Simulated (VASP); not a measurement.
**Al: relaxation of cell and atoms with PBE**

The system is Al.

```
Al
1.0
     0.00000    2.02481    2.02481
     2.02481    0.00000    2.02481
     2.02481    2.02481    0.00000
Al
1
Direct
  0.00000 0.00000 0.00000
```

```json
{
 "Program": "VASP 6.6.1",
 "Task": "relaxation of cell and atoms",
 "Functional": "PBE",
 "Potentials or basis": "VASP PAW PBE potentials, release 64 (Al)",
 "Cutoff": "600 eV",
 "k mesh": "27 × 27 × 27",
 "Occupations": "fermi-dirac, width 0.05 eV",
 "Spin": "no spin polarisation",
 "Further INCAR settings": "ALGO = Normal; EDIFF = 1e-06; IBRION = 2; EDIFFG = -0.01; NSW = 40; ISIF = 3"
}
```

The relaxed volume is 16.46 Å³/atom and the relaxed cell is a = 2.856 Å, b = 2.856 Å, c = 2.856 Å, α = 60.00°, β = 60.00°, γ = 60.00°. The space group after relaxing (to 0.05 Å) is Fm-3m (No. 225), the energy gained by relaxing is 0.2 meV/atom and the ionic steps are 2. The pressure after relaxing is 0.1 GPa and the band gap on the k mesh is none (metal or under the smearing width).

Step by step:
| step | energy change (eV) | largest force (eV/Å) | pressure (GPa) | volume (Å³) |
| --- | --- | --- | --- | --- |
| 1 | 0.0000 | 0.0000 | -0.56 | 16.60 |
| 2 | -0.0002 | 0.0000 | 0.09 | 16.46 |

Final structure:
```cif
data_structure
_symmetry_space_group_name_H-M 'P 1'
_symmetry_Int_Tables_number 1
_cell_length_a 2.8556
_cell_length_b 2.8556
_cell_length_c 2.8556
_cell_angle_alpha 60.000
_cell_angle_beta 60.000
_cell_angle_gamma 60.000
_cell_volume 16.46
loop_
_atom_site_label
_atom_site_type_symbol
_atom_site_fract_x
_atom_site_fract_y
_atom_site_fract_z
_atom_site_occupancy
Al1 Al 0.00000 0.00000 0.00000 1
```

Levels at points of the mesh, in eV from the Fermi level:
```
           k point  band 1  band 2  band 3  band 4  band 5
(0.00, 0.00, 0.00)  -11.14   12.64   12.64   12.64   14.15
```

Run time: 22 s on 1 thread of Intel(R) Xeon(R) Platinum 8488C (Sapphire Rapids) (shared host), peak memory 0.18 GiB.
